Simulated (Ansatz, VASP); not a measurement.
# HfB: VASP beside Ansatz

File INCAR:

```
  PREC = Accurate
  ENCUT = 600
  EDIFF = 1E-6
  ISMEAR = 0
  SIGMA = 0.1
  LREAL = F
  LASPH = T
  NELM = 100
  ALGO = Normal
  ISIF = 3
  LWAVE = F
  LCHARG = F
  GGA = PE
  IBRION = 2
  NSW = 100
  EDIFFG = -0.05
```

Contents of KPOINTS:

```
Automatic mesh
0
Gamma
  8 8 8
```

The input POSCAR:

```
HfB
1.0
    0.0000000000      2.3100000000      2.3100000000
    2.3100000000      0.0000000000      2.3100000000
    2.3100000000      2.3100000000      0.0000000000
Hf B
1 1
Direct
    0.5000000000      0.5000000000      0.5000000000
    0.0000000000      0.0000000000      0.0000000000
```

Input for Ansatz:

```yaml
crystal:
  lattice:
    - [0.0, 2.31, 2.31]
    - [2.31, 0.0, 2.31]
    - [2.31, 2.31, 0.0]
  atoms:
    - { symbol: Hf, position: [0.5, 0.5, 0.5] }
    - { symbol: B, position: [0.0, 0.0, 0.0] }
basis:
  ecutwfc: 520.0
kpoints:
  mp_grid: { grid: [8, 8, 8] }
hamiltonian:
  xc: pbe
scf:
  occupations: { method: gaussian, width: 0.1 }
output:
  forces: true
  stress: true
  eigenvalues: true
relax:
  adjacent_minimum: "off"
  f_tol: 0.05
  max_steps: 80
  cell: { stress_tol: 0.5 }
```

Alike in both runs: task relaxation of cell and atoms; functional PBE; k mesh 8 × 8 × 8; occupations gaussian, width 0.1 eV; no spin polarisation.

|  | VASP | Ansatz |
| --- | --- | --- |
| version | VASP 6.6.1 | Ansatz 0.2.0 |
| potentials or method | VASP PAW PBE potentials, release 64 (Hf_pv, B) | scalar-relativistic, plane waves, PAW |
| plane-wave cutoff (eV) | 600 | 520 |
| valence electrons in the cell | 13 | 29 |

|  | VASP | Ansatz | Ansatz less VASP |
| --- | --- | --- | --- |
| gap on the k mesh at the Fermi level, each at its own relaxed structure (eV) | none | none | - |
| relaxed volume (Å³/atom) | 14.15 | 14.14 | -0.006 |
| relaxed cell length with the largest relative difference (Å) | 3.420 | 3.420 | -0.0005 |
| energy change over the relaxation (meV/atom) | -155 | -150 | +5.1 |

A gap of «none» marks a metal or a gap that the smearing closes. The two sets of potentials don't hold the same shells in valence.

Caveats: the volume moved by +15 % from the deposited cell, more than functionals usually miss. Zero-point motion and thermal expansion aren't in these numbers. Spin-orbit coupling is left out, which matters for the levels of Hf.
